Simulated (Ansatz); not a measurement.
## AlN: the change of pressure with volume per atom

Density functional stress and forces at fixed atoms, pressure and stress positive in compression, spin-unpolarised plane waves. The results are calculated, by Ansatz 0.2.0.

Cell of the first row (space group P6_3mc, No. 186):
```
cell vectors (Å)
   2.9514     0.0000     0.0000
  -1.4757     2.5560     0.0000
   0.0000     0.0000     4.7297
atoms (fractions of the cell vectors)
Al  0.33333  0.66667 -0.00372
Al  0.66667  0.33333  0.49628
N   0.33333  0.66667  0.37872
N   0.66667  0.33333  0.87872
```

Settings of every row: periodic directions 3; functional r2SCAN; spin orbit no; potentials PAW; wave cutoff 500 eV; k mesh 12x12x6; smearing width 0 eV.

| row | volume per atom (Å³) | pressure (GPa) |
| --- | --- | --- |
| 1 | 8.92 | 43.45 |
| 2 | 9.204 | ? |
| 3 | 9.495 | 22.94 |
| 4 | 9.792 | 14.35 |
| 5 | 9.942 | 10.43 |
| 6 | 10.403 | 0 |
| 7 | 10.719 | -5.94 |
| 8 | 11.04 | -11.17 |
| 9 | 11.368 | -15.75 |
| 10 | 11.702 | -19.75 |
| 11 | 11.858 | -21.41 |

Question: what pressure should row 2 give?

Worked fit of pressure. Take u = (V_r/V)^(2/3) − 1 with V_r = 10.561 Å³ an atom, which is twice the finite (Eulerian) strain; such expansions in the strain, on which the Birch-Murnaghan equation of state is built, carry the rest volume and the bulk modulus. The shown rows have u = 0.11916, 0.07351, 0.05169, 0.04109, 0.0101, -0.00985, -0.02914, -0.0479, -0.06611, -0.07432. Least squares give pressure = −3.079 + 298.459 × u + 726.07 × u² + 387.9 × u³ GPa; a parabola predicts inner rows, each left out in turn, worse (root mean square 0.082 against 0.0086 GPa). The rows lie off it by 0.00, 0.00, 0.01, -0.01, -0.01, 0.01, 0.00, 0.00, 0.00, 0.00. The pressure vanishes at u = 0.0101, or V = 10.4 Å³ an atom, and there the bulk modulus with atoms relaxed is B = −V dP/dV = (2/3)(1 + u) dP/du = 211 GPa. The withheld row has u = 0.09602, so the fit gives −3.079 + 298.459 × (0.09602) + 726.07 × (0.09602)² + 387.9 × (0.09602)³ = 32.62 GPa.

The calculation gave 32.6 GPa. The fit lies 0.02 GPa (0.031 % of the column's range) above it; its largest miss of a shown row is 0.01 GPa.
